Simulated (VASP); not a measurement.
# Pb (Fm-3m) in VASP: relaxation of cell and atoms with PBE

Aim: the relaxation of cell and atoms of Pb with PBE.

Everything below comes from runs of VASP 6.6.1. Logs are shortened: lines on timing, memory, paths and dates and some standing lists are left out, and cuts for length are marked.

### Step 1. The crystal as given

It takes space group Fm-3m (No. 225, cubic). The conventional cell has a = 4.950 Å, b = 4.950 Å, c = 4.950 Å, α = 90.00°, β = 90.00°, γ = 90.00°. Pb (site symmetry m-3m) is surrounded by 12 Pb at 3.50 Å.

### Step 2. Relaxation of cell and atoms, PBE

Input file INCAR:

```
SYSTEM = Pb
PREC     = Accurate       ! precision mode
ENCUT    = 600            ! plane-wave cutoff, eV
EDIFF    = 1E-7           ! SCF threshold, eV
ISMEAR   = 0              ! smearing method
SIGMA    = 0.1            ! smearing width, eV
LREAL    = .FALSE.        ! projectors in reciprocal space
LASPH    = .TRUE.         ! aspherical terms in the spheres
NELM     = 100            ! most SCF steps
ALGO     = Fast           ! electronic algorithm
ISIF     = 3              ! what is computed and relaxed
LWAVE    = .FALSE.        ! write WAVECAR
LCHARG   = .FALSE.        ! write CHGCAR
GGA      = PE             ! functional
IBRION   = 2              ! ionic algorithm
NSW      = 80             ! ionic steps
EDIFFG   = -0.004         ! ionic threshold
```

Input file KPOINTS:

```
regular mesh
0
G
  14 14 14
  0 0 0
```

Input file POSCAR:

```
Pb
1.0
    0.0000000000      2.4750200000      2.4750200000
    2.4750200000      0.0000000000      2.4750200000
    2.4750200000      2.4750200000      0.0000000000
Pb
1
Direct
    0.0000000000      0.0000000000      0.0000000000
```

Potentials or basis: VASP PAW PBE potentials, release 64 (Pb_d).

Command:

```bash
> cat potpaw_PBE.64/Pb_d/POTCAR > POTCAR
> mpirun -np 1 vasp_std > vasp.out
```

OUTCAR:

```text
SYSTEM = Pb
   PREC = Accurate
   ENCUT = 600
   EDIFF = 1E-7
   ISMEAR = 0
   LREAL = .FALSE.
   LASPH = .TRUE.
   NELM = 100
   ISIF = 3
   GGA = PE
   IBRION = 2
   NSW = 80
   EDIFFG = -0.004

 ion  position               nearest neighbor table
   1  0.000  0.000  0.000-

  LATTYP: Found a face centered cubic cell.
 ALAT       =     4.9500400000

  Lattice vectors:

 A1 = (   0.0000000000,   2.4750200000,   2.4750200000)
 A2 = (   2.4750200000,   0.0000000000,   2.4750200000)
 A3 = (   2.4750200000,   2.4750200000,   0.0000000000)

Analysis of symmetry for initial positions (statically):
=====================================================================
 Subroutine PRICEL returns:
 Original cell was already a primitive cell.

 Routine SETGRP: Setting up the symmetry group for a
 face centered cubic supercell.

 Subroutine GETGRP returns: Found 48 space group operations
 (whereof 48 operations were pure point group operations)
 out of a pool of 48 trial point group operations.

The static configuration has the point symmetry O_h .

Analysis of symmetry for dynamics (positions and initial velocities):
=====================================================================
 Subroutine PRICEL returns:
 Original cell was already a primitive cell.

 Routine SETGRP: Setting up the symmetry group for a
 face centered cubic supercell.

 Subroutine GETGRP returns: Found 48 space group operations
 (whereof 48 operations were pure point group operations)
 out of a pool of 48 trial point group operations.

The dynamic configuration has the point symmetry O_h .

 Subroutine INISYM returns: Found 48 space group operations
 (whereof 48 operations are pure point group operations),
 and found     1 'primitive' translations

----------------------------------------------------------------------------------------

                                     Primitive cell

  volume of cell :      30.3226

  direct lattice vectors                    reciprocal lattice vectors
     0.000000000  2.475020000  2.475020000    -0.202018570  0.202018570  0.202018570
     2.475020000  0.000000000  2.475020000     0.202018570 -0.202018570  0.202018570
     2.475020000  2.475020000  0.000000000     0.202018570  0.202018570 -0.202018570

  length of vectors
     3.500206851  3.500206851  3.500206851     0.349906427  0.349906427  0.349906427

  position of ions in fractional coordinates (direct lattice)
     0.000000000  0.000000000  0.000000000

  ion indices of the primitive-cell ions
   primitive index   ion index
                 1           1

----------------------------------------------------------------------------------------

 KPOINTS: regular mesh

Automatic generation of k-mesh.
 Grid dimensions read from file:
 generate k-points for:   14   14   14

 Generating k-lattice:

  Cartesian coordinates                     Fractional coordinates (reciprocal lattice)
    -0.014429898  0.014429898  0.014429898     0.071428571  0.000000000  0.000000000
     0.014429898 -0.014429898  0.014429898     0.000000000  0.071428571  0.000000000
     0.014429898  0.014429898 -0.014429898     0.000000000  0.000000000  0.071428571

  Length of vectors
     0.024993316  0.024993316  0.024993316

  Shift w.r.t. Gamma in fractional coordinates (k-lattice)
     0.000000000  0.000000000  0.000000000

 Subroutine IBZKPT returns following result:
 ===========================================

 Found    104 irreducible k-points:

 Following reciprocal coordinates:
            Coordinates               Weight
  0.000000  0.000000  0.000000      1.000000
  0.071429  0.000000  0.000000      8.000000
  0.142857  0.000000  0.000000      8.000000
  0.214286  0.000000  0.000000      8.000000
  0.285714  0.000000  0.000000      8.000000
  0.357143  0.000000  0.000000      8.000000
[... 16 lines left out ...]
  0.214286  0.142857  0.000000     24.000000
  0.285714  0.142857  0.000000     24.000000
 [... further k-points ...]
   k-points           NKPTS =    104   k-points in BZ     NKDIM =    104   number of bands    NBANDS=     11
   number of dos      NEDOS =    301   number of ions     NIONS =      1
   total plane-waves  NPLWV =  21952
   dimension x,y,z NGX =    28 NGY =   28 NGZ =   28
   dimension x,y,z NGXF=    56 NGYF=   56 NGZF=   56
   ions per type =               1
   NGX,Y,Z   is equivalent  to a cutoff of  13.30, 13.30, 13.30 a.u.
   NGXF,Y,Z  is equivalent  to a cutoff of  26.60, 26.60, 26.60 a.u.
 SYSTEM =  Pb
   PREC   = accura    normal or accurate (medium, high low for compatibility)
   ISTART =      0    job   : 0-new  1-cont  2-samecut
   ICHARG =      2    charge: 1-file 2-atom 10-const
   ISPIN  =      1    spin polarized calculation?
   LNONCOLLINEAR =      F non collinear calculations
   LSORBIT =      F    spin-orbit coupling
   LASPH  =      T    aspherical Exc in radial PAW
   ENCUT  =  600.0 eV  44.10 Ry    6.64 a.u.   6.99  6.99  6.99*2*pi/ulx,y,z
   NELM   =    100;   NELMIN=  2; NELMDL= -5     # of ELM steps
   EDIFF  = 0.1E-06   stopping-criterion for ELM
   LREAL  =      F    real-space projection
   EDIFFG = -.4E-02   stopping-criterion for IOM
   NSW    =     80    number of steps for IOM
   IBRION =      2    ionic relax: 0-MD 1-quasi-New 2-CG
   NFREE  =      1    steps in history (QN), initial steepest desc. (CG)
   ISIF   =      3    stress and relaxation
   ISYM   =      2    0-nonsym 1-usesym 2-fastsym
   POTIM  = 0.5000    time-step for ionic-motion
   TEBEG  =    0.0;   TEEND  =   0.0 temperature during run
   PSTRESS=    0.0 pullay stress
   NELECT =      14.0000    total number of electrons
   NUPDOWN=      -1.0000    fix difference up-down
   EMIN   =  10.00;   EMAX   =-10.00  energy-range for DOS
   EFERMI =   0.00;   METHOD = LEGACY
   ISMEAR =     0;   SIGMA  =   0.10  broadening in eV -4-tet -1-fermi 0-gaus
   EFERMI_NEDOS =   21; number of points for ismear=-14 and -15
   IALGO  =     68    algorithm
   IMIX   =      4    mixing-type and parameters
     AMIX     =   0.40;   BMIX     =  1.00
     AMIX_MAG =   1.60;   BMIX_MAG =  1.00
  volume/ion in A,a.u.               =      30.32       204.63
  Fermi-wavevector in a.u.,A,eV,Ry     =   1.265306  2.391081 21.782907  1.600999
  Thomas-Fermi vector in A             =   2.398566
   LORBIT       =      0    0 simple, 1 ext, 2 COOP (PROOUT), +10 PAW based schemes
   GGA     = PE    functional components
   LHFCALC =     F    Hartree Fock is set to
   AEXX    =    0.0000 exact exchange contribution
   IVDW    =     0    specifies the selected vdW correction
   LEPSILON=     F    determine dielectric tensor
   LRPA    =     F    only Hartree local field effects (RPA)
 conjugate gradient relaxation of ions
 non-spin polarized calculation
 RMM-DIIS sequential band-by-band and
 Gauss-broadening in eV      SIGMA  =   0.10
  energy-cutoff  :      600.00
  volume of cell :       30.32
 maximum number of plane-waves:      1026
   NGX = 13   NGY = 13   NGZ = 13

--------------------------------------- Ionic step        1  -------------------------------------------

 number of electron      13.9999999 magnetization

 Free energy of the ion-electron system (eV)
  ---------------------------------------------------
  ext. energy  EPLUGINS =         0.00000000
  ---------------------------------------------------
  free energy    TOTEN  =        -3.55642750 eV

  energy without entropy =       -3.55428842  energy(sigma->0) =       -3.55535796

 E-fermi :   7.3207     XC(G=0): -10.1848

 val. band max:        7.1812731423   @ k =   0.3571   0.1429   0.0714
 cond. band min:       7.3246431654   @ k =  -0.2857   0.2857   0.0714
 fundamental gap:      0.1433700231
 Fermi energy:         7.3207440690

 k-point     1 :       0.0000    0.0000    0.0000
  band No.  band energies     occupation
      1      -9.7907      2.00000
      2      -9.7907      2.00000
      3      -9.7907      2.00000
      4      -9.6507      2.00000
      5      -9.6507      2.00000
      6      -4.4725      2.00000
      7      14.7000      0.00000
      8      14.7000      0.00000
      9      14.7000      0.00000
     10      17.0453      0.00000
     11      18.6270      0.00000

 k-point     2 :       0.0714    0.0000    0.0000
  band No.  band energies     occupation
      1      -9.7909      2.00000
      2      -9.7833      2.00000
      3      -9.7833      2.00000
      4      -9.6512      2.00000
      5      -9.6512      2.00000
      6      -4.3742      2.00000
      7      13.5049      0.00000
      8      14.5761      0.00000
      9      14.5761      0.00000
     10      16.8163      0.00000
     11      19.1543      0.00000

 k-point     3 :       0.1429    0.0000    0.0000
  band No.  band energies     occupation
      1      -9.7921      2.00000
      2      -9.7664      2.00000
      3      -9.7664      2.00000
      4      -9.6486      2.00000
      5      -9.6486      2.00000
      6      -4.0792      2.00000
      7      11.3352      0.00000
      8      14.2613      0.00000
      9      14.2613      0.00000
     10      16.5336      0.00000
     11      19.9614      0.00000
[... 342 lines left out ...]
 VOLUME and BASIS-vectors are now :
 -----------------------------------------------------------------------------
  energy-cutoff  :      600.00
  volume of cell :       32.44
      direct lattice vectors                 reciprocal lattice vectors
     0.000000000  2.531316494  2.531316494    -0.197525675  0.197525675  0.197525675
     2.531316494 -0.000000000  2.531316494     0.197525675 -0.197525675  0.197525675
     2.531316494  2.531316494  0.000000000     0.197525675  0.197525675 -0.197525675

 POSITION                                       TOTAL-FORCE (eV/Angst)
 -----------------------------------------------------------------------------------
      0.00000      2.53132      2.53132         0.000000      0.000000      0.000000
 -----------------------------------------------------------------------------------
    total drift:                               -0.000000     -0.000000      0.000000

  FREE ENERGIE OF THE ION-ELECTRON SYSTEM (eV)
  ---------------------------------------------------
  free  energy   TOTEN  =        -3.5679149231 eV

  energy  without entropy=       -3.5656663703  energy(sigma->0) =       -3.56679065

--------------------------------------- Ionic step        3  -------------------------------------------

 number of electron      14.0000003 magnetization

 Free energy of the ion-electron system (eV)
  ---------------------------------------------------
  ext. energy  EPLUGINS =         0.00000000
  ---------------------------------------------------
  free energy    TOTEN  =        -3.56860661 eV

  energy without entropy =       -3.56632468  energy(sigma->0) =       -3.56746564

 E-fermi :   6.7011     XC(G=0):  -9.9293

 val. band max:        6.6957959719   @ k =   0.3571   0.2857   0.0000
 cond. band min:       6.7487791246   @ k =  -0.2857   0.2857   0.0714
 fundamental gap:      0.0529831527
 Fermi energy:         6.7011472705

 k-point     1 :       0.0000    0.0000    0.0000
  band No.  band energies     occupation
      1     -10.3428      2.00000
      2     -10.3428      2.00000
      3     -10.3428      2.00000
      4     -10.2244      2.00000
      5     -10.2244      2.00000
      6      -4.7068      2.00000
      7      13.6938      0.00000
      8      13.6938      0.00000
      9      13.6938      0.00000
     10      16.4188      0.00000
     11      17.3538      0.00000

 k-point     2 :       0.0714    0.0000    0.0000
  band No.  band energies     occupation
      1     -10.3427      2.00000
      2     -10.3365      2.00000
      3     -10.3365      2.00000
      4     -10.2248      2.00000
      5     -10.2248      2.00000
      6      -4.6141      2.00000
      7      12.5577      0.00000
      8      13.5777      0.00000
      9      13.5777      0.00000
     10      16.1408      0.00000
     11      17.9351      0.00000

 k-point     3 :       0.1429    0.0000    0.0000
  band No.  band energies     occupation
      1     -10.3431      2.00000
      2     -10.3221      2.00000
      3     -10.3221      2.00000
      4     -10.2224      2.00000
      5     -10.2224      2.00000
      6      -4.3361      2.00000
      7      10.4974      0.00000
      8      13.2825      0.00000
      9      13.2825      0.00000
     10      15.7804      0.00000
     11      18.8944      0.00000
[... 307 lines left out ...]
 VOLUME and BASIS-vectors are now :
 -----------------------------------------------------------------------------
  energy-cutoff  :      600.00
  volume of cell :       32.00
      direct lattice vectors                 reciprocal lattice vectors
     0.000000000  2.519787555  2.519787555    -0.198429427  0.198429427  0.198429427
     2.519787555 -0.000000000  2.519787555     0.198429427 -0.198429427  0.198429427
     2.519787555  2.519787555  0.000000000     0.198429427  0.198429427 -0.198429427

 POSITION                                       TOTAL-FORCE (eV/Angst)
 -----------------------------------------------------------------------------------
      0.00000      0.00000      0.00000         0.000000      0.000000      0.000000
 -----------------------------------------------------------------------------------
    total drift:                               -0.000000     -0.000000     -0.000000

  FREE ENERGIE OF THE ION-ELECTRON SYSTEM (eV)
  ---------------------------------------------------
  free  energy   TOTEN  =        -3.5686066125 eV

  energy  without entropy=       -3.5663246762  energy(sigma->0) =       -3.56746564

 reached required accuracy - stopping structural energy minimisation
```

Wall time 2.2 min (1 thread of Intel Xeon Platinum 8259CL at 2.50GHz (Skylake/Cascade Lake), shared host); peak memory 0.19 GiB.

What came out:

```yaml
Free_energy: -3.5686 eV
Relaxed_volume: 32.00 Å³/atom
Relaxed_cell: a = 3.564 Å, b = 3.564 Å, c = 3.564 Å, α = 60.00°, β = 60.00°, γ = 60.00°
Space_group_after_relaxing_to_0.05_Å: Fm-3m (No. 225)
Energy_gained_by_relaxing: 12.2 meV/atom
Ionic_steps: 3
Pressure_after_relaxing: 0.0 GPa
Band_gap_on_the_k_mesh: none (metal or under the smearing width)
```

Step by step:
| step | energy change (eV) | largest force (eV/Å) | pressure (GPa) | volume (Å³) |
| --- | --- | --- | --- | --- |
| 1 | 0.0000 | 0.0000 | 2.49 | 30.32 |
| 2 | -0.0115 | 0.0000 | -0.49 | 32.44 |
| 3 | -0.0122 | 0.0000 | 0.02 | 32.00 |

Final structure:
```
CELL_PARAMETERS angstrom
0.00000 2.51979 2.51979
2.51979 0.00000 2.51979
2.51979 2.51979 0.00000
ATOMIC_POSITIONS crystal
Pb 0.00000 0.00000 0.00000
```

The run has no spin-orbit coupling, so splittings on Pb are missing. Zero-point motion and thermal expansion aren't in these numbers.
